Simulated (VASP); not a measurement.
HgTe: pressure against volume per atom

Results calculated with VASP 6.6.1, not measured. Plane-wave PAW density functional theory at fixed cell and atoms, no spin polarisation; stress and pressure are positive in compression.

Cell of the first row (space group F-43m, No. 216):
```
CELL_PARAMETERS angstrom
0.00000 3.15760 3.15760
3.15760 0.00000 3.15760
3.15760 3.15760 0.00000
ATOMIC_POSITIONS crystal
Hg 0.00000 0.00000 0.00000
Te 0.25000 0.25000 0.25000
```

Settings of every row: functional r2SCAN; spin orbit no; screening parameter 0 Å⁻¹; occupations Fermi-Dirac; smearing width 0.02 eV; wave cutoff 520 eV; datasets recommended PBE set; valence electrons 18; k mesh a 6; k mesh b 6; k mesh c 6.

Limits: no spin-orbit coupling, which can matter with elements this heavy.

```csv
row,volume per atom (Å³),pressure (GPa)
1,31.482,6.71
2,32.477,4.63
3,33.491,2.85
4,34.527,1.32
5,35.584,?
6,36.12,-0.56
7,36.662,-1.09
8,37.762,-2.02
9,38.884,-2.81
10,40.027,-3.47
```

Question: what pressure should row 5 give?

Worked fit of pressure. Take u = (V_r/V)^(2/3) − 1 with V_r = 36.12 Å³ an atom, which is twice the finite (Eulerian) strain; such expansions in the strain, on which the Birch-Murnaghan equation of state is built, carry the rest volume and the bulk modulus. The shown rows have u = 0.09595, 0.07345, 0.05167, 0.03053, 0, -0.00988, -0.0292, -0.04797, -0.06618. Least squares give pressure = −0.558 + 55.53 × u + 189.2 × u² + 224 × u³ GPa; a parabola predicts inner rows, each left out in turn, worse (root mean square 0.027 against 0.003 GPa). All shown rows lie on it to the printed digit. The pressure vanishes at u = 0.0097, or V = 35.6 Å³ an atom, and there the bulk modulus at fixed shape and fractions is B = −V dP/dV = (2/3)(1 + u) dP/du = 39.9 GPa. The withheld row has u = 0.01002, so the fit gives −0.558 + 55.53 × (0.01002) + 189.2 × (0.01002)² + 224 × (0.01002)³ = 0.02 GPa.

The calculation gave 0.02 GPa. The fit meets it to the printed digit.
